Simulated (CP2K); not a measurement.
**MoS2 in CP2K: the effect of dispersion**

Crystal: MoS2.

```xyz
6
Lattice="3.1690 0.0000 0.0000 -1.5845 2.7444 0.0000 0.0000 0.0000 12.3240" Properties=species:S:1:pos:R:3 pbc="T T T"
Mo    1.5845    0.9148    9.2430
Mo    0.0000    1.8296    3.0810
S     1.5845    0.9148    4.6461
S     0.0000    1.8296   10.8081
S     1.5845    0.9148    1.5159
S     0.0000    1.8296    7.6779
```

Alike in all runs:

* Program: CP2K 2026.2
* Task: single point
* Functional: PBE
* Potentials or basis: POTENTIAL_UZH Mo GTH-PBE-q14, S GTH-PBE-q6; DZVP-MOLOPT-PBE-GTH basis
* Density cutoff: 6123 eV
* k mesh: 10 × 10 × 3
* Occupations: fermi-dirac, width 0.05 eV
* Spin: no spin polarisation

| dispersion | pressure (GPa) | largest force (eV/Å) |
| --- | --- | --- |
| none | 3.9 | 0.17 |
| D2 | 3.1 | 0.18 |
| D3 | 1.3 | 0.18 |
| D3(BJ) | 0.0 | 0.18 |
| D4 | 0.3 | 0.16 |
| rVV10 | ? | ? |
| D3(BJ)+ATM | 0.6 | 0.18 |

Problem. What does the run with dispersion rVV10 give?

Solution. Pressure 2.7 GPa; largest force 0.25 eV/Å.

Caveats: the basis of atomic orbitals isn't converged, which shifts pressures, moduli and gaps; this functional lacks dispersion, which binds the layers, so the pressure and a relaxed spacing across them are unreliable (some runs).
